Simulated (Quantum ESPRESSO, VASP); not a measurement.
This is a calculation of HgTe (Coloradoite) for VASP 6.6.1. 

File INCAR:

```
ALGO = Normal ; EDIFF = 1E-7
EDIFFG = -0.01 ; ENCUT = 600
GGA = PS ; IBRION = 2
ISIF = 3 ; ISMEAR = -1
IVDW = 12 ; LASPH = T
LCHARG = F ; LREAL = F
LWAVE = F ; NELM = 100
NSW = 60 ; PREC = Accurate
SIGMA = 0.05
```

File KPOINTS:

```
k-points
0
Gamma
  7 7 7
```

The input POSCAR:

```
HgTe
1.0
    0.0000000000      3.2145000000      3.2145000000
    3.2145000000      0.0000000000      3.2145000000
    3.2145000000      3.2145000000      0.0000000000
Hg Te
1 1
Direct
    0.0000000000      0.0000000000      0.0000000000
    0.7500000000      0.7500000000      0.7500000000
```

Potentials or basis: VASP PAW PBE potentials, release 64 (Hg, Te).

Command:

```sh
$ cat potpaw_PBE.64/Hg/POTCAR potpaw_PBE.64/Te/POTCAR > POTCAR
$ mpirun -np 1 vasp_std > vasp.out
```

Translate it to Quantum ESPRESSO 7.5 (ASE script). Potentials or basis there: GBRV 1.5 PBEsol, cutoff 612 eV.

As run (cutoffs and basis follow the program's own potentials, and thresholds, step limits or extra output files can differ):

File run.py:

```python
import numpy as np
from ase.calculators.espresso import Espresso, EspressoProfile
from ase.io import read

atoms = read('POSCAR')

input_data = {
    'control': {'calculation': 'scf', 'prefix': 'pwscf', 'outdir': './tmp', 'tprnfor': True, 'tstress': True, 'disk_io': 'low'},
    'system': {'ecutwfc': 45.0, 'ecutrho': 360.0, 'nbnd': 15, 'occupations': 'smearing', 'smearing': 'fd', 'degauss': 0.00367493, 'vdw_corr': 'grimme-d3', 'dftd3_version': 4},
    'electrons': {'conv_thr': 4e-10, 'electron_maxstep': 120, 'mixing_beta': 0.5},
}
pseudopotentials = {'Hg': 'hg_pbesol_v1.uspp.F.UPF', 'Te': 'te_pbesol_v1.uspp.F.UPF'}
profile = EspressoProfile(command='mpirun -n 2 pw.x -nk 2', pseudo_dir='pseudo')
dft = Espresso(profile=profile, input_data=input_data, pseudopotentials=pseudopotentials, kpts=(7, 7, 7), koffset=(0, 0, 0))
atoms.calc = dft

from ase.optimize import FIRE
from ase.filters import FrechetCellFilter
done = FIRE(FrechetCellFilter(atoms), trajectory='opt.traj').run(fmax=0.02, steps=30)
print('converged', done)
print('cell (A)', np.round(atoms.cell.cellpar(), 5))
print(f'energy {atoms.get_potential_energy():.8f} eV')
print('forces (eV/A)')
print(np.round(atoms.get_forces(), 6))
print('stress (eV/A^3, Voigt)')
print(np.round(atoms.get_stress(), 8))
print(f'Fermi level {dft.get_fermi_level():.4f} eV')
```

POSCAR

```
HgTe
1.0
    0.0000000000      3.2145000000      3.2145000000
    3.2145000000      0.0000000000      3.2145000000
    3.2145000000      3.2145000000      0.0000000000
Hg Te
1 1
Direct
    0.0000000000      0.0000000000      0.0000000000
    0.7500000000      0.7500000000      0.7500000000
```

Potentials or basis: GBRV 1.5 PBEsol.

Command:

```sh
$ OMP_NUM_THREADS=1 python run.py
```

Both were run:

|  | VASP | Quantum ESPRESSO |
| --- | --- | --- |
| Relaxed volume | 33.35 Å³/atom | 33.72 Å³/atom |
| Relaxed cell | a = 4.552 Å, b = 4.552 Å, c = 4.552 Å, α = 60.00°, β = 60.00°, γ = 60.00° | a = 4.569 Å, b = 4.569 Å, c = 4.569 Å, α = 60.00°, β = 60.00°, γ = 60.00° |
| Space group after relaxing | F-43m (No. 216) | F-43m (No. 216) |
| Pressure after relaxing | 0.0 GPa | -0.1 GPa |

VASP's potentials were made for PBE.

Pressure is positive in compression.
